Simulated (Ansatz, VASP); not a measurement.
# Cross-check of LiF (Griceite) between VASP and Ansatz, part 2 of 3

Aim: how closely do two programs agree when they are given the same cell, functional and k mesh? The cell is taken from a series of VASP runs on this material, whose earlier steps may have relaxed, scaled or displaced it; both programs get it as it stands.

VASP 6.6.1 and Ansatz 0.2.0.

So far. Step 2 (Ansatz: elastic constants, LDA): The run ends at a pressure of 0.76 GPa.

### 3. VASP: elastic constants, LDA

Level of this step: LDA; plane waves and PAW (F, Li_sv) (VASP).

The same cell, functional (in two slightly different forms), mesh and smearing now go to VASP, with its own data sets and cutoff.

Lines of VASP's logs that name or quote its potential files are left out, and so is its time.

Input file INCAR:

```
SYSTEM = LiF
PREC = Accurate
ENCUT = 1000
EDIFF = 1E-08
NELM = 100
ISMEAR = 0
SIGMA = 0.03
LREAL = .FALSE.
ALGO = Normal
GGA = CA
NBANDS = 11
LORBIT = 11
LWAVE = .FALSE.
LCHARG = .FALSE.
KPAR = 4
IBRION = 6
NFREE = 2
POTIM = 0.015
ISIF = 3
NSW = 1
```

Input file POSCAR:

```
LiF
1.0
    0.0000000000      1.9488258996      1.9488258996
    1.9488258996      0.0000000000      1.9488258996
    1.9488258996      1.9488258996      0.0000000000
F Li
1 1
Direct
    0.5000000000      0.5000000000      0.5000000000
    0.0000000000      0.0000000000      0.0000000000
```

Input file KPOINTS:

```
Automatic mesh
0
Gamma
12 12 12
0 0 0
```

PAW data sets: F and Li_sv (LDA family, release 64).

Run with:

```sh
$ mpirun -np 4 vasp_std
```

Numbers of over 12 decimals in the logs are rounded to 6 here.

Output:

```text
[banner, memory and clock lines left out]
running    4 mpi-ranks, on    1 nodes
 distrk:  each k-point on    1 cores,    4 groups
 distr:  one band on    1 cores,    1 groups

 POSCAR found type information on POSCAR F Li
 POSCAR found :  2 types and       2 ions
 LDA part: xc-table for (Slater(with rela. corr.)+CA(PZ))
 , standard interpolation
 POSCAR, INCAR and KPOINTS ok, starting setup
 FFT: planning ... GRIDC
 FFT: planning ... GRID_SOFT
 FFT: planning ... GRID
 WAVECAR not read
 entering main loop
       N       E                     dE             d eps       ncg     rms          rms(c)
DAV:   1     0.548501736980E+02    0.54850E+02   -0.81807E+03  1592   0.152E+03
DAV:   2    -0.881653643108E+01   -0.63667E+02   -0.61725E+02  1838   0.266E+02
DAV:   3    -0.109656328774E+02   -0.21491E+01   -0.21373E+01  2038   0.426E+01
DAV:   4    -0.109959970091E+02   -0.30364E-01   -0.30360E-01  1908   0.562E+00
DAV:   5    -0.109962707228E+02   -0.27371E-03   -0.27371E-03  2029   0.412E-01    0.422E+00
DAV:   6    -0.105229315729E+02    0.47334E+00   -0.21976E+00  1824   0.100E+01    0.130E+00
DAV:   7    -0.105122385176E+02    0.10693E-01   -0.18193E-02  2187   0.125E+00    0.788E-01
DAV:   8    -0.105069962591E+02    0.52423E-02   -0.89857E-03  2279   0.111E+00    0.988E-02
DAV:   9    -0.105069608623E+02    0.35397E-04   -0.73325E-04  1853   0.274E-01    0.377E-02
DAV:  10    -0.105069738770E+02   -0.13015E-04   -0.31270E-05  1862   0.476E-02    0.652E-03
DAV:  11    -0.105069734935E+02    0.38347E-06   -0.13563E-06  2069   0.143E-02    0.112E-03
DAV:  12    -0.105069734923E+02    0.12603E-08   -0.27535E-07  2291   0.409E-03    0.763E-04
DAV:  13    -0.105069734821E+02    0.10147E-07   -0.20808E-08  1686   0.137E-03    0.199E-04
DAV:  14    -0.105069734816E+02    0.47010E-09   -0.23194E-09  1179   0.528E-04
   1 F= -.10506973E+02 E0= -.10506973E+02  d E =-.113497E-13
[... from here on, the cycles between the ionic steps are left out ...]
   2 F= -.10506356E+02 E0= -.10506356E+02  d E =-.126201E-13
   3 F= -.10504141E+02 E0= -.10504141E+02  d E =-.108770E-12
   7 F= -.10504141E+02 E0= -.10504141E+02  d E =-.302105E-55
   8 F= -.10506255E+02 E0= -.10506255E+02  d E =-.135209E-49
   9 F= -.10506255E+02 E0= -.10506255E+02  d E =-.133245E-49
  10 F= -.10506255E+02 E0= -.10506255E+02  d E =-.137273E-49
  11 F= -.10506255E+02 E0= -.10506255E+02  d E =-.133744E-49
  12 F= -.10506255E+02 E0= -.10506255E+02  d E =-.137356E-49
  13 F= -.10506255E+02 E0= -.10506255E+02  d E =-.133830E-49
  14 F= -.10506717E+02 E0= -.10506717E+02  d E =-.981646E-14
  15 F= -.10506717E+02 E0= -.10506717E+02  d E =-.982729E-14
  16 F= -.10506715E+02 E0= -.10506715E+02  d E =-.979730E-14
 Finite differences progress:
  Degree of freedom:   8/  8
  Displacement:        1/  2
  Total:              15/ 16
 bond charge predicted
       N       E                     dE             d eps       ncg     rms          rms(c)
DAV:   1    -0.105063869093E+02    0.32822E-03   -0.24551E+00  3625   0.131E+01    0.859E-02
DAV:   2    -0.105067291685E+02   -0.34226E-03   -0.37824E-03  4171   0.705E-01    0.483E-02
DAV:   3    -0.105067149506E+02    0.14218E-04   -0.44994E-05  4708   0.827E-02    0.426E-03
DAV:   4    -0.105067151918E+02   -0.24117E-06   -0.28930E-06  4413   0.163E-02    0.264E-03
DAV:   5    -0.105067151300E+02    0.61848E-07   -0.20420E-07  4666   0.553E-03    0.320E-04
DAV:   6    -0.105067151317E+02   -0.16998E-08   -0.27517E-08  4318   0.151E-03
  17 F= -.10506715E+02 E0= -.10506715E+02  d E =-.984644E-14
 Finite differences progress:
  Degree of freedom:   8/  8
  Displacement:        2/  2
  Total:              16/ 16
```

Parts of OUTCAR (step 3):

```text
ion  position               nearest neighbor table
   1  0.500  0.500  0.500-   2 1.95   2 1.95   2 1.95   2 1.95   2 1.95   2 1.95
   2  0.000  0.000  0.000-   1 1.95   1 1.95   1 1.95   1 1.95   1 1.95   1 1.95

  LATTYP: Found a face centered cubic cell.
 ALAT       =     3.8976517992

 Subroutine GETGRP returns: Found 48 space group operations
 (whereof 48 operations were pure point group operations)

The static configuration has the point symmetry O_h .

 Found     72 irreducible k-points:

   k-points           NKPTS =     72   k-points in BZ     NKDIM =     72   number of bands    NBANDS=     11

   dimension x,y,z NGX =    28 NGY =   28 NGZ =   28
   dimension x,y,z NGXF=    56 NGYF=   56 NGZF=   56

   ENCUT  = 1000.0 eV  73.50 Ry    8.57 a.u.   7.11  7.11  7.11*2*pi/ulx,y,z

   NELECT =      10.0000    total number of electrons

 k-points in reciprocal lattice and weights: Automatic mesh
   0.00000000  0.00000000  0.00000000       0.001
   0.08333333  0.00000000  0.00000000       0.005
   0.16666667  0.00000000  0.00000000       0.005
   0.25000000  0.00000000  0.00000000       0.005
   0.33333333  0.00000000  0.00000000       0.005
   0.41666667  0.00000000  0.00000000       0.005
   0.50000000  0.00000000  0.00000000       0.002
   0.08333333  0.08333333  0.00000000       0.003
   0.16666667  0.08333333  0.00000000       0.014
[...]
-0.33333333  0.50000000  0.16666667       0.007
  -0.25000000  0.50000000  0.25000000       0.003

 average (electrostatic) potential at core
       1 -76.1116       2 -62.8997

 E-fermi :  -0.5144

 k-point     1 :       0.0000    0.0000    0.0000
  band No.  band energies     occupation
      1     -40.2238      2.00000
      2     -20.5148      2.00000
      3      -0.6608      2.00000
      4      -0.6604      2.00000
      5      -0.6604      2.00000
      6       9.1039      0.00000
      7      24.0346      0.00000
      8      24.0346      0.00000
      9      24.0967      0.00000
     10      24.2313      0.00000
    ...

 k-point     2 :       0.0833    0.0000    0.0000
  band No.  band energies     occupation
      1     -40.2168      2.00000
      2     -20.4828      2.00000
      3      -0.8909      2.00000
      4      -0.6797      2.00000
      5      -0.6795      2.00000
      6       9.3029      0.00000
      7      21.6183      0.00000
      8      22.9352      0.00000
      9      22.9412      0.00000
     10      25.1793      0.00000
    ...

 k-point     3 :       0.1667    0.0000    0.0000
  band No.  band energies     occupation
      1     -40.1976      2.00000
      2     -20.3935      2.00000
      3      -1.4820      2.00000
      4      -0.7310      2.00000
      5      -0.7307      2.00000
      6       9.7676      0.00000
      7      19.3071      0.00000
      8      21.5796      0.00000
      9      21.5824      0.00000
     10      26.1930      0.00000
    ...

  Total        0.0707670      0.0663147      0.0663147     -0.0000000      0.0000000     -0.0000000
  in kB        7.6593520      7.1774726      7.1774726     -0.0000000      0.0000000     -0.0000000
  external PRESSURE =       7.3380991 kB  Pullay stress =       0.0000000 kB

  energy-cutoff  :     1000.00
  volume of cell :       14.80
      direct lattice vectors                 reciprocal lattice vectors
     0.000000000  1.948825900  1.948825900    -0.256564735  0.256564735  0.256564735
     1.948825900  0.000000000  1.948825900     0.256564735 -0.256564735  0.256564735
     1.948825900  1.948825900  0.000000000     0.256564735  0.256564735 -0.256564735

 POSITION                                       TOTAL-FORCE (eV/Angst)
 -----------------------------------------------------------------------------------
      1.94883      1.94883      1.94883        -0.034519      0.000000      0.000000
     -0.01500      0.00000      0.00000         0.034519      0.000000      0.000000
 -----------------------------------------------------------------------------------
    total drift:                               -0.000068     -0.000000     -0.000000

  FREE ENERGIE OF THE ION-ELECTRON SYSTEM (eV)
  ---------------------------------------------------
  free  energy   TOTEN  =       -10.5067151317 eV

  energy  without entropy=      -10.5067151317  energy(sigma->0) =      -10.50671513

  SYMMETRIZED ELASTIC MODULI (kBar)
 Direction    XX          YY          ZZ          XY          YZ          ZX
 --------------------------------------------------------------------------------
 XX        1654.3977    513.6030    513.6030     -0.0000      0.0000      0.0000
 YY         513.6030   1654.3977    513.6030     -0.0000      0.0000     -0.0000
 ZZ         513.6030    513.6030   1654.3977      0.0000     -0.0000     -0.0000
 XY          -0.0000     -0.0000      0.0000    693.3738      0.0000      0.0000
 YZ           0.0000      0.0000     -0.0000      0.0000    693.3738      0.0000
 ZX           0.0000     -0.0000     -0.0000      0.0000      0.0000    693.3738
 --------------------------------------------------------------------------------

 Eigenvectors and eigenvalues of the dynamical matrix
 ----------------------------------------------------

   1 f  =   10.479963 THz    65.847547 2PiTHz  349.573926 cm-1    43.341623 meV
             X         Y         Z           dx          dy          dz
      1.948826  1.948826  1.948826    -0.518438    0.000000    0.000000
      0.000000  0.000000  0.000000     0.855115    0.000000    0.000000

   2 f  =   10.479963 THz    65.847547 2PiTHz  349.573926 cm-1    43.341623 meV
             X         Y         Z           dx          dy          dz
      1.948826  1.948826  1.948826     0.000000   -0.518438    0.000000
      0.000000  0.000000  0.000000     0.000000    0.855115    0.000000

   3 f  =   10.479963 THz    65.847547 2PiTHz  349.573926 cm-1    43.341623 meV
             X         Y         Z           dx          dy          dz
      1.948826  1.948826  1.948826     0.000000    0.000000   -0.518438
      0.000000  0.000000  0.000000     0.000000    0.000000    0.855115

   4 f/i=    0.008914 THz     0.056009 2PiTHz    0.297341 cm-1     0.036866 meV
             X         Y         Z           dx          dy          dz
      1.948826  1.948826  1.948826    -0.855115    0.000000    0.000000
      0.000000  0.000000  0.000000    -0.518438    0.000000    0.000000

   5 f/i=    0.008914 THz     0.056009 2PiTHz    0.297341 cm-1     0.036866 meV
             X         Y         Z           dx          dy          dz
      1.948826  1.948826  1.948826     0.000000    0.855115    0.000000
      0.000000  0.000000  0.000000     0.000000    0.518438    0.000000

   6 f/i=    0.008914 THz     0.056009 2PiTHz    0.297341 cm-1     0.036866 meV
             X         Y         Z           dx          dy          dz
      1.948826  1.948826  1.948826     0.000000    0.000000    0.855115
      0.000000  0.000000  0.000000     0.000000    0.000000    0.518438

 ELASTIC MODULI CONTR FROM IONIC RELAXATION (kBar)
 Direction    XX          YY          ZZ          XY          YZ          ZX
 --------------------------------------------------------------------------------
 XX           0.0000      0.0000      0.0000      0.0000      0.0000      0.0000
 YY           0.0000      0.0000      0.0000      0.0000      0.0000      0.0000
 ZZ           0.0000      0.0000      0.0000      0.0000      0.0000      0.0000
 XY           0.0000      0.0000      0.0000      0.0000      0.0000      0.0000
 YZ           0.0000      0.0000      0.0000      0.0000      0.0000      0.0000
 ZX           0.0000      0.0000      0.0000      0.0000      0.0000      0.0000
 --------------------------------------------------------------------------------

 TOTAL ELASTIC MODULI (kBar)
 Direction    XX          YY          ZZ          XY          YZ          ZX
 --------------------------------------------------------------------------------
 XX        1654.3977    513.6030    513.6030     -0.0000      0.0000      0.0000
 YY         513.6030   1654.3977    513.6030     -0.0000      0.0000     -0.0000
 ZZ         513.6030    513.6030   1654.3977      0.0000     -0.0000     -0.0000
 XY          -0.0000     -0.0000      0.0000    693.3738      0.0000      0.0000
 YZ           0.0000      0.0000     -0.0000      0.0000    693.3738      0.0000
 ZX           0.0000     -0.0000     -0.0000      0.0000      0.0000    693.3738
 --------------------------------------------------------------------------------

 total charge
# of ion       s       p       d       tot
------------------------------------------
    1        1.716   4.408   0.000   6.124
    2        2.023   0.082   0.000   2.105
--------------------------------------------------
tot          3.739   4.490   0.000   8.229

[... 3 further parts left out ...]
```

CONTCAR:

```
LiF
   1.00000000000000
     0.0000000000000000    1.9488258996000001    1.9488258996000001
     1.9488258996000001    0.0000000000000000    1.9488258996000001
     1.9488258996000001    1.9488258996000001    0.0000000000000000
  F               Li
     1     1
Direct
     0.5000000000000000    0.5000000000000000    0.5000000000000000
     0.0038484710212130   -0.0038484710212130   -0.0038484710212130
```

The last energy, forces, stress and levels in OUTCAR belong to the last displaced cell, not to the cell of POSCAR.

### 4. Side by side

Known differences besides the potentials themselves: the two LDA forms differ slightly; the cutoff is 420 eV in Ansatz and 1000 eV in VASP; VASP's log shows a relativistic correction to its local exchange, Ansatz's none. Total energies have different zeros and are not compared.

Compared:

| quantity | Ansatz | VASP | difference |
| --- | --- | --- | --- |
| C11 (GPa) | 165.5 | 165.4 | +0.04 % |
| C22 (GPa) | 165.5 | 165.4 | +0.04 % |
| C33 (GPa) | 165.5 | 165.4 | +0.04 % |
| C12 (GPa) | 52.6 | 51.4 | +2.43 % |
| C13 (GPa) | 52.6 | 51.4 | +2.43 % |
| C23 (GPa) | 52.6 | 51.4 | +2.43 % |
| C44 (GPa) | 69.8 | 69.3 | +0.71 % |
| C55 (GPa) | 69.8 | 69.3 | +0.71 % |
| C66 (GPa) | 69.8 | 69.3 | +0.71 % |

(Continued in part 3 of 3.)

[Lines on the potential files, build, host, timing and source positions are cut from VASP's logs without a mark.]

[Logs are printed without paths, hosts, clocks, repeated set-up lines and the standing remarks that a program may print on its own settings, such as how far it seeks lower states.]

[Hosts, paths, dates, database ids (printed as entryN), source tags and the programs' standing remarks are cut or masked in the printed files.]
